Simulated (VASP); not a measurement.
A run of VASP 6.6.1:

The input INCAR:

```
PREC     = Accurate       # precision mode
ENCUT    = 520            # plane-wave cutoff, eV
EDIFF    = 1E-5           # SCF threshold, eV
ISMEAR   = 0              # smearing method
SIGMA    = 0.05           # smearing width, eV
LREAL    = Auto         
LASPH    = True           # aspherical terms in the spheres
NELM     = 120            # most SCF steps
ALGO     = Fast           # electronic algorithm
ISIF     = 2              # what is computed and relaxed
LWAVE    = False          # write WAVECAR
LCHARG   = False          # write CHGCAR
ISPIN    = 2              # spin polarisation
MAGMOM   = 0 0 0 0 0 0 0 0 0 0 0 0 0 0 0 0 1 1 1 1 1 1 1 1 1 1 1 1 1 1 1 1 # initial moments
LORBIT   = 11             # projections on sites
LMAXMIX  = 4              # l up to which the mixer works
GGA      = PE             # functional
NBANDS   = 146            # bands
NSIM     = 4
```

File KPOINTS:

```
regular mesh
0
Gamma
  3 3 2
```

POSCAR

```
NiSb
1.0
    7.8560000000      0.0000000000      0.0000000000
   -3.9280000000      6.8034955722      0.0000000000
    0.0000000000      0.0000000000     10.2400000000
Sb Ni
16 16
Direct
    0.3364640000      0.1702900000      0.3759680000
    0.3303530000      0.1706590000      0.8763080000
    0.3325640000      0.6692290000      0.3760680000
    0.3345190000      0.6667920000      0.8766020000
    0.8301620000      0.1659480000      0.3735880000
    0.8357080000      0.1668420000      0.8741430000
    0.8297800000      0.6655330000      0.3750240000
    0.8351340000      0.6723730000      0.8779490000
    0.1521490000      0.3250040000      0.1244880000
    0.1655250000      0.3342750000      0.6256370000
    0.1723020000      0.8284300000      0.1238940000
    0.1758930000      0.8361850000      0.6269430000
    0.6610700000      0.3260660000      0.1254910000
    0.6643770000      0.3279210000      0.6229980000
    0.6643090000      0.8291670000      0.1247120000
    0.6671100000      0.8334900000      0.6235170000
    0.0042320000      0.0039300000      0.2509400000
   -0.0015110000      0.0032260000      0.7485310000
    0.0009940000      0.4952740000      0.2526790000
   -0.0028300000      0.4944940000      0.7490800000
    0.5008080000      0.0012030000      0.2471220000
    0.4962110000      0.0008800000      0.7486330000
    0.5025740000      0.5033490000      0.2451700000
    0.5036710000      0.5054000000      0.7491280000
   -0.0014380000      0.0033170000      0.0007430000
    0.0026600000     -0.0015220000      0.4956590000
   -0.0014030000      0.4980340000      0.0022710000
   -0.0028560000      0.4928090000      0.4964990000
    0.5048740000      0.0029970000     -0.0018760000
    0.5009780000      0.0019650000      0.5013720000
    0.5039120000      0.5011310000     -0.0002780000
    0.5013390000      0.5046550000      0.4934060000
```

Potentials or basis: VASP PAW PBE potentials, release 64 (Sb, Ni).

Run with:

```console
$ cat potpaw_PBE.64/Sb/POTCAR potpaw_PBE.64/Ni/POTCAR > POTCAR
$ mpirun -np 1 vasp_std > vasp.out
```

Hardware: 1 × NVIDIA H100 80GB with 1 thread of AMD EPYC 7R13 Processor (Zen 3) (shared host).

**Question.** How long does it take, and how much memory?

**Answer.** Run time: 7.5 min on 1 × NVIDIA H100 80GB with 1 thread of AMD EPYC 7R13 Processor (Zen 3) (shared host), peak memory 2.7 GiB. Counts: scf iterations 21, k points 10.
